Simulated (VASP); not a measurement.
GaAs (NiAs), LDA single-point calculation: Ansatz's output and VASP's

```xyz
4
Lattice="3.7322 0.0000 0.0000 -1.8661 3.2322 0.0000 0.0000 0.0000 6.3328" Properties=species:S:1:pos:R:3 pbc="T T T"
Ga    0.0000    0.0000    0.0000
Ga    0.0000    0.0000    3.1664
As    0.0000    2.1548    1.5832
As    1.8661    1.0774    4.7496
```

Ansatz printed

```
SCF 1 converged in 8 iterations: F = -16961.322233 eV  dr2 = 1.26e-8
  greatest PAW one-centre occupation: 0.999 electrons in one spin orbital (limit 2), on the As atom at site 3 (counted from 0), in its partial waves of l = 2
NSCF: frozen V_eff on 7 k-points
SCF converged after 8 iterations
Free energy (F): -16961.322233 eV
Harris-Foulkes:  -16961.322233 eV  (|F-HF|=5.38e-10)
Internal energy: -16961.319661 eV  (E = F + TS)
E sigma→0 (E₀):  -16961.320947 eV
Entropy (-TS):   -0.002572 eV (-0.643 meV/atom)
Fermi energy:    10.119905 eV
--- Per-component energies (eV) ---
  E_band       = -520.776034
  E_kinetic    = 439.273315
  E_local      = -6793.271432  (includes V_loc(G=0)·N_el)
  E_nonlocal   = -478.907436
  E_hartree    = 3479.951701
  E_xc         = -296.466757
  E_vxc        = -277.367398  (∫ρ·V_xc dr)
  E_paw        = -7330.766319  (= ΣΔE_a)
  E_vpaw       = -370.406142  (= ΣTr[D̂ρ^β])
  E_aug_tail   = -0.000252  (compensation charges beyond the density's cutoff)
  E_ewald      = -5988.739901
  E_core_change = 7.607420  (= ΣΔE_core)
  E_smearing   = -0.002572  (= −TS)
  E_closure    = -0.000000  (closes the sum)
  Σ components = -16961.322233   (vs F -16961.322233, Δ=0.00e0)
--- Forces (eV/Å), atoms counted from 1 ---
  atom   1  Ga    -0.00000000     0.00000000    -0.00000000
  atom   2  Ga     0.00000000     0.00000000     0.00000000
  atom   3  As     0.00000000     0.00000000     0.00000000
  atom   4  As     0.00000000    -0.00000000     0.00000000
  max |Σ_I F_I| component: 2.37e-30 eV/Å
--- Stress (GPa, compression-positive) ---
       -3.408939       0.000000       0.000000
        0.000000      -3.408939       0.000000
        0.000000       0.000000      -2.273017
  P = ⅓ Tr σ = -3.0303 GPa (-30.303 kbar)
--- Band table (eV; the first three rows and the last of 57) ---
  k-point 0: bands = ["-25.2930", "-25.2930", "-25.2930", "-25.2930", "-25.2851", "-25.2851", "-25.2832", "-25.2832", "-25.2772", "-25.2762", "-4.7427", "-4.7138", "-4.7138", "-4.6576", "-4.6576", "-4.6483", "-4.6483", "-4.6130", "-4.6130", "-4.6028", "-3.1434", "-0.9531", "2.3496", "9.6930", "10.0103", "10.1358", "10.1358", "10.6561", "10.6561", "12.8034", "15.2918", "15.2918", "15.3707"]
  k-point 1: bands = ["-25.2930", "-25.2930", "-25.2930", "-25.2930", "-25.2848", "-25.2848", "-25.2835", "-25.2835", "-25.2770", "-25.2764", "-4.7204", "-4.7044", "-4.7044", "-4.6641", "-4.6641", "-4.6445", "-4.6445", "-4.6219", "-4.6201", "-4.6201", "-2.9447", "-1.5142", "3.2994", "7.6102", "10.2339", "10.2339", "10.6096", "10.6096", "11.4581", "12.7085", "15.0201", "15.0201", "15.0307"]
  k-point 2: bands = ["-25.2930", "-25.2930", "-25.2930", "-25.2930", "-25.2841", "-25.2841", "-25.2841", "-25.2841", "-25.2767", "-25.2767", "-4.6827", "-4.6827", "-4.6827", "-4.6827", "-4.6696", "-4.6696", "-4.6340", "-4.6340", "-4.6340", "-4.6340", "-2.3647", "-2.3647", "5.2831", "5.2831", "10.4478", "10.4478", "10.4478", "10.4478", "12.3166", "12.3166", "14.7804", "14.7804", "14.7804"]
  k-point 56: bands = ["-25.2914", "-25.2914", "-25.2909", "-25.2909", "-25.2852", "-25.2852", "-25.2851", "-25.2851", "-25.2747", "-25.2747", "-4.7670", "-4.7670", "-4.6991", "-4.6991", "-4.6419", "-4.6419", "-4.6312", "-4.6312", "-4.6237", "-4.6237", "0.0271", "0.0271", "3.4008", "3.4008", "5.4971", "5.4971", "9.9761", "9.9761", "10.8469", "10.8469", "12.5853", "12.5853", "17.3654"]
```

Each program uses its own PAW datasets. VASP's cell holds 36 valence electrons and Ansatz's 56. LDA means the Perdew–Zunger form with relativistic exchange in VASP and the Perdew–Wang form in Ansatz. Ansatz's stress includes a Pulay correction; VASP's doesn't.

Question: What does VASP give for the same cell and level of theory?

Answer: gap between bands v and c -3.69 eV (bands overlap: a metal); least direct gap 0.00 eV; pressure -2.8 GPa.

From OUTCAR

```
k-points           NKPTS =     57   k-points in BZ     NKDIM =     57   number of bands    NBANDS=     26

   NELECT =      36.0000    total number of electrons

   dimension x,y,z NGX =    28 NGY =   28 NGZ =   48
   dimension x,y,z NGXF=    56 NGYF=   56 NGZF=   96

  energy-cutoff  :      520.00
  volume of cell :       76.39
      direct lattice vectors                 reciprocal lattice vectors
     3.732168021  0.000000000  0.000000000     0.267940777  0.154695680  0.000000000
    -1.866084010  3.232152317  0.000000000     0.000000000  0.309391360  0.000000000
     0.000000000  0.000000000  6.332790981     0.000000000  0.000000000  0.157908259

 k-points in reciprocal lattice and weights: KPOINTS created by Atomic Simulation Env
   0.00000000  0.00000000  0.00000000       0.002
   0.08333333  0.00000000  0.00000000       0.010
   0.16666667  0.00000000  0.00000000       0.010
   0.25000000  0.00000000  0.00000000       0.010
   0.33333333  0.00000000  0.00000000       0.010
   0.41666667  0.00000000  0.00000000       0.010
   0.50000000  0.00000000  0.00000000       0.005
   0.08333333  0.08333333  0.00000000       0.010
   ...

 E-fermi :   5.3029

 k-point     1 :       0.0000    0.0000    0.0000
  band No.  band energies     occupation
      1      -9.5843      2.00000
      2      -9.5562      2.00000
      3      -9.5562      2.00000
      4      -9.5007      2.00000
      5      -9.5007      2.00000
      6      -9.4903      2.00000
      7      -9.4903      2.00000
      8      -9.4548      2.00000
      9      -9.4548      2.00000
     10      -9.4442      2.00000
     11      -7.9489      2.00000
     12      -5.7460      2.00000
     13      -2.4731      2.00000
     14       4.9214      2.00000
     15       5.1914      1.99244
     16       5.3156      0.69301
     17       5.3156      0.69301
     18       5.8367      0.00000
     19       5.8367      0.00000
     20       7.9960      0.00000
     21      10.4609      0.00000
     22      10.4609      0.00000
     23      10.5387      0.00000
     24      10.5387      0.00000
     25      11.3717      0.00000
     26      11.6400      0.00000

 k-point     2 :       0.0833    0.0000    0.0000
  band No.  band energies     occupation
      1      -9.5831      2.00000
      2      -9.5675      2.00000
      3      -9.5558      2.00000
      4      -9.5026      2.00000
      5      -9.4986      2.00000
      6      -9.4915      2.00000
      7      -9.4884      2.00000
      8      -9.4558      2.00000
      9      -9.4544      2.00000
     10      -9.4416      2.00000
     11      -7.8622      2.00000
     12      -5.6662      2.00000
     13      -2.3775      2.00000
     14       3.6255      2.00000
     15       4.9150      2.00000
     16       5.0204      2.00000
     17       5.2176      1.97229
     18       6.0348      0.00000
     19       6.4742      0.00000
     20       8.6951      0.00000
     21       9.2203      0.00000
     22      10.1402      0.00000
     23      10.2872      0.00000
     24      10.7063      0.00000
     25      12.0329      0.00000
     26      12.2626      0.00000

 k-point     3 :       0.1667    0.0000    0.0000
  band No.  band energies     occupation
      1      -9.5975      2.00000
      2      -9.5800      2.00000
      3      -9.5552      2.00000
      4      -9.5084      2.00000
      5      -9.4946      2.00000
      6      -9.4934      2.00000
      7      -9.4826      2.00000
      8      -9.4585      2.00000
      9      -9.4530      2.00000
     10      -9.4340      2.00000
     11      -7.6035      2.00000
     12      -5.4421      2.00000
     13      -2.0899      2.00000
     14       2.0786      2.00000
     15       3.8106      2.00000
     16       4.3041      2.00000
     17       5.2195      1.96959
     18       6.1087      0.00000
     19       7.3662      0.00000
     20       7.6293      0.00000
     21       8.8710      0.00000
     22       9.7521      0.00000
     23      10.3392      0.00000
     24      11.4321      0.00000
     25      11.8278      0.00000
     26      12.1245      0.00000

 ...

  Total       -1.5018211     -1.5018211     -0.9601336      0.0000000      0.0000000      0.0000000
  in kB      -31.4978296    -31.4978296    -20.1369688      0.0000000      0.0000000      0.0000000
  external PRESSURE =     -27.7108760 kB  Pullay stress =       0.0000000 kB

 POSITION                                       TOTAL-FORCE (eV/Angst)
 -----------------------------------------------------------------------------------
      0.00000      0.00000      0.00000         0.000000     -0.000000     -0.000000
      0.00000      0.00000      3.16640         0.000000     -0.000000     -0.000000
      0.00000      2.15477      1.58320         0.000000      0.000000      0.000000
      1.86608      1.07738      4.74959        -0.000000     -0.000000     -0.000000
 -----------------------------------------------------------------------------------
    total drift:                               -0.000000     -0.000000      0.000000

  FREE ENERGIE OF THE ION-ELECTRON SYSTEM (eV)
  ---------------------------------------------------
  free  energy   TOTEN  =       -18.0234831309 eV

  energy  without entropy=      -18.0209907143  energy(sigma->0) =      -18.02223692
```
